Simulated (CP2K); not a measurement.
Runs of CP2K 2026.2 on ZrS. It takes space group Fm-3m (No. 225, cubic). Conventional cell: a = 5.250 Å, b = 5.250 Å, c = 5.250 Å, α = 90.00°, β = 90.00°, γ = 90.00°. Around Zr (site symmetry m-3m) lie 6 S at 2.62 Å. S (site symmetry m-3m) is surrounded by 6 Zr at 2.62 Å. 

| task | level | potentials or basis | smearing | EPS_DEFAULT | NGRIDS | points a segment of the path (NPOINTS) | bands added on the path | CUTOFF of the grids | gap on the mesh (eV) | pressure (GPa) |
| --- | --- | --- | --- | --- | --- | --- | --- | --- | --- | --- |
| band structure | r2SCAN | POTENTIAL_UZH Zr GTH-SCAN-q12, S GTH-SCAN-q6; TZVP-MOLOPT-SCAN-GTH basis | fermi-dirac 0.05 eV | 1.0E-9 | 5 | 6 | 4 | 700 Ry | none | -1.3 |
| band structure | r2SCAN | POTENTIAL_UZH Zr GTH-SCAN-q12, S GTH-SCAN-q6; TZVP-MOLOPT-SCAN-GTH basis | fermi-dirac 0.01 eV | 1.0E-10 | 5 | 6 | 4 | 700 Ry | none | -1.3 |
| band structure | TASK | POTENTIAL_UZH Zr GTH-SCAN-q12, S GTH-SCAN-q6; TZVP-MOLOPT-SCAN-GTH basis | fermi-dirac 0.05 eV | 1.0E-10 | 5 | 10 | 2 | 700 Ry | none | 4.1 |
| band structure | SCAN | POTENTIAL_UZH Zr GTH-SCAN-q12, S GTH-SCAN-q6; TZVP-MOLOPT-SCAN-GTH basis | fermi-dirac 0.0259 eV | 1.0E-9 | 4 | 8 | 4 | 700 Ry | none | -1.8 |
| band structure | LDA | GTH_POTENTIALS Zr GTH-PADE-q12, S GTH-PADE-q6; TZVP-MOLOPT-PBE-GTH basis | fermi-dirac 0.05 eV | 1.0E-9 | 5 | 6 | 4 | 450 Ry | none | (a) |

Alike in all rows: no spin polarisation; cell as given; k mesh 9 × 9 × 9.

**Question.** Estimate the missing entries.

**Answer.** (a) -9.6.

Caveats: the basis of atomic orbitals isn't converged, which shifts pressures, moduli and gaps; the potentials were made for another functional, which shifts forces and pressure (some runs).

A k mesh can miss the band edges, and the runs leave out spin-orbit coupling on Zr.

A gap of «none» marks a metal or a gap under the smearing width.

Not every run made on this cell is shown here.
